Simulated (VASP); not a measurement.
# GaN: optical spectrum of independent particles, by functional and spin-orbit coupling

GaN, F-43m (no. 216), 2 atoms in the cell.

| Functional | Spin-orbit coupling | ε at zero frequency, electronic | Mean energy of the absorption, weighted by Im ε (eV) | Refractive index at 1064 nm | Direct gap on the mesh (eV) | Time (s) |
|---|---|---|---|---|---|---|
| PBE | no | 6.28 | 9.05 | 2.61 | 1.72 | 4.9 |
| LDA | no | 6.35 | 8.97 | 2.62 | 1.75 | 3.8 |
| PBEsol | no | 6.42 | 8.97 | 2.65 | 1.68 | 4.9 |
| r2SCAN | no | 5.55 | 9.71 | 2.41 | 2.12 | 29 |
| TPSS | no | 6.36 | 9.09 | 2.66 | 1.65 | 22 |
| PBE | yes | 6.28 | 9.05 | 2.61 | 1.72 | 22 |

Limits: The 8×8×8 mesh is coarse for a spectrum: peaks stand apart that a denser mesh merges, and ε at zero frequency can be far too high; the pull between electron and hole is left out; the onset follows the functional's gap, which semilocal functionals usually make too small.

## Input of the first row

INCAR:
```
SYSTEM = GaN
  ALGO = Normal
  CSHIFT = 0.1
  EDIFF = 1E-7
  ENCUT = 460
  GGA = PE
  ISMEAR = 0
  KPAR = 4
  LASPH = .True.
  LCHARG = .False.
  LOPTICS = .True.
  LWAVE = .True.
  NBANDS = 25
  NEDOS = 2000
  PREC = Accurate
  SIGMA = 0.02
```

KPOINTS:
```
k-points
0
Gamma
  8 8 8
```

POSCAR:
```
GaN
1.0
    0.0000000000      2.2535006075      2.2535006075
    2.2535006075      0.0000000000      2.2535006075
    2.2535006075      2.2535006075      0.0000000000
Ga N
1 1
Direct
    0.0000000000      0.0000000000      0.0000000000
    0.2500000000      0.2500000000      0.2500000000
```

Commands:
```
cat potpaw_PBE.64/Ga_d/POTCAR potpaw_PBE.64/N/POTCAR > POTCAR
mpirun -np 4 vasp_std > vasp.out
```

Changes of the last row against the first:
```
- NBANDS = 25
+ NBANDS = 50
+ LSORBIT = True
+ MAGMOM = 6*0
+ GGA_COMPAT = False
- vasp_std
+ vasp_ncl
```

VASP 6.6.1 took 4.9 s on 4 cores (AMD EPYC 9R45 (Zen 5)), a shared host.
